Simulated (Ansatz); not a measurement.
**Strain and the gap of PbO (wurtzite)**

PbO built on the wurtzite prototype, relaxed with r2SCAN in the plane-wave code Ansatz. Space group P6_3mc (No. 186), hexagonal; conventional cell a = 4.197 Å, c = 5.622 Å, 21.44 Å³ an atom. Pb is surrounded by 4 O at 2.33–2.47 Å; O is surrounded by 4 Pb at 2.33–2.47 Å.

The axes x, y and z are those of this cell:
```yaml
crystal:
  lattice:
    - [4.19686, 0.00000, 0.00000]
    - [-2.09843, 3.63459, 0.00000]
    - [0.00000, 0.00000, 5.62229]
  atoms:
    - { symbol: Pb, position: [0.33333, 0.66667, 0.98047] }
    - { symbol: Pb, position: [0.66667, 0.33333, 0.48047] }
    - { symbol: O, position: [0.33333, 0.66667, 0.39453] }
    - { symbol: O, position: [0.66667, 0.33333, 0.89453] }
```

Unstrained: With PBE the valence top lies at H and the conduction bottom at k = (0, -1/2, 0.406), 1.791 eV higher; the smallest vertical gap, at H, is 2.077 eV. The r2SCAN gap is indirect, 1.955 eV (H to k = (0, -1/2, 0.406)), below the direct gap of 2.336 eV at H. With HSE06 the valence top lies at H and the conduction bottom at k = (0, -1/2, 0.406), 2.416 eV higher; the smallest vertical gap, at H, is 2.759 eV. Meshes: PBE 12×12×4, r2SCAN 12×12×4, HSE06 6×6×4. Strains are changes of length per length. After each strain the atoms were relaxed again with r2SCAN within the symmetry that the strain leaves, so tilts or polar shifts that break it weren't tested; points keep the names that they have in the unstrained zone. Under uniaxial strain the other axes carry as much stress as the strained one: the cell is very soft in shear and may be mechanically unstable. These are computed values for a spin-unpolarised cell that may be hypothetical; none is a measurement.

Changes of the least gap in eV (an overlap counts as a negative gap):

| strain | volume change (%) | space group | PBE | r2SCAN | HSE06 | energy rise, r2SCAN (meV/atom) |
| --- | --- | --- | --- | --- | --- | --- |
| isotropic +1.5 % on every length | +4.6 | P6_3mc | +0.103 | +0.106 | +0.128 | 8.3 |
| uniaxial -2.0 % along x | -2.0 | Cmc2_1 | -0.100 | -0.101 | -0.114 | 1.9 |
| epitaxial +2.5 % in the xy plane, free normal strain -3.09 % | +1.8 | P6_3mc | -0.095 | -0.086 | -0.080 | 7.6 |
| isotropic +4.0 % on every length | +12.5 | P6_3mc | +0.212 | +0.239 | +0.312 | 53.1 |

Isotropic +1.5 % on every length. HSE06: the gap goes from 2.416 to 2.544 eV (+0.128 eV); the edges go from H → (0, -1/2, 0.406) to H → (0, -1/2, 0.411). Stress change with r2SCAN, compression positive: xx -2.79, yy -2.79, zz -2.22 GPa.

Uniaxial -2.0 % along x, other directions held. HSE06: the gap goes from 2.416 to 2.302 eV (-0.114 eV); the edges go from H → (0, -1/2, 0.406) to (0.276, 0.362, 0.414) → (0, -1/2, 0.427). Stress change with r2SCAN, compression positive: xx +1.40, yy +2.07, zz +1.05 GPa.

Epitaxial +2.5 % in the xy plane, free normal strain -3.09 %. HSE06: the gap goes from 2.416 to 2.336 eV (-0.080 eV); the edges go from H → (0, -1/2, 0.406) to H → (0, -1/2, 0.422). Stress change with r2SCAN, compression positive: xx -2.34, yy -2.34, zz -0.03 GPa.

Isotropic +4.0 % on every length. HSE06: the gap goes from 2.416 to 2.728 eV (+0.312 eV); the edges go from H → (0, -1/2, 0.406) to (0.302, 0.302, 0.271) → (0, -1/2, 0.411). Stress change with r2SCAN, compression positive: xx -5.90, yy -5.90, zz -5.03 GPa.

Spin-orbit coupling is left out; in compounds of Pb, Bi, Tl or Hg it can lower a gap by up to about 1 eV, split its edges or invert the bands.

Where an edge lies off the special points, it is a point of the mesh or the k point where a search put PBE's edge or least direct gap, reused for the other functionals, whose own edges may lie a little apart.

Coordinates of k points refer to the reciprocal vectors of the primitive cell of the runs.

The meshes of the hybrids are coarse, so their gaps aren't converged to the digits shown.
